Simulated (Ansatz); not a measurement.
The guess for BN is a distorted database cell: BN type (F-43m) distorted into a subgroup (P2_1, No. 4) (largest shift (Å) 0.98).

```cif
data_structure
_symmetry_space_group_name_H-M 'P2_1'
_symmetry_Int_Tables_number 4
_cell_length_a 2.5845
_cell_length_b 3.5016
_cell_length_c 2.6081
_cell_angle_alpha 90.000
_cell_angle_beta 90.441
_cell_angle_gamma 90.000
_cell_volume 23.60
loop_
_atom_site_label
_atom_site_type_symbol
_atom_site_symmetry_multiplicity
_atom_site_Wyckoff_symbol
_atom_site_fract_x
_atom_site_fract_y
_atom_site_fract_z
_atom_site_occupancy
B1 B 2 a 0.58221 0.13495 0.03707 1
N1 N 2 a 0.34540 0.11505 0.56598 1
```

Theory: DFT PBE, scalar-relativistic, plane waves, PAW in Ansatz 0.2.0. Cutoff 420 eV, Gaussian smearing, Γ-centred meshes. Cell and atoms relax first on a coarse mesh and then on a converged one. In between, the cell is made exact in the group found at 0.06 Å. The steps can't lower the symmetry of their start. No spin polarisation in the relaxation; trial moments died out in a coarse test.

A guess keeps its type if space group and coordination stay and the shape of the cell changes little (axis ratios within about 15 %, angles within 6°); the volume may change.

Question: Does this structure survive the relaxation?

Answer: It doesn't keep its type. The symmetry goes from P2_1 (No. 4) to C2 (No. 5), and the primitive cell from 4 to 2 atoms. The volume per atom grows by 106.2 %, from 5.9 to 12.2 Å³. The shortest distance goes from 1.37 Å (B–N) to 1.45 Å (B–N). Counting neighbours within 15 % of an atom's shortest distance, the start has B 2, N 2 and the end B 3, N 3. In detail, at the end B is surrounded by 3 N at 1.45 Å; N is surrounded by 3 B at 1.45 Å.

```
B N
1.0
     1.25605   -2.17551    0.00000
     1.25605    2.17551    0.00000
    -0.28747    0.00000    4.45245
B N
1 1
Direct
  0.95834 0.04166 0.50000
  0.29166 0.70834 0.50000
```

The last run used a 10×10×6 mesh (in the run's order of axes) for its 2-atom cell and Gaussian smearing of 0.02 eV. Weakly bound directions are ill-defined at this level, which has no dispersion term. Symmetry constrained the relaxation, so the result can be a saddle point.
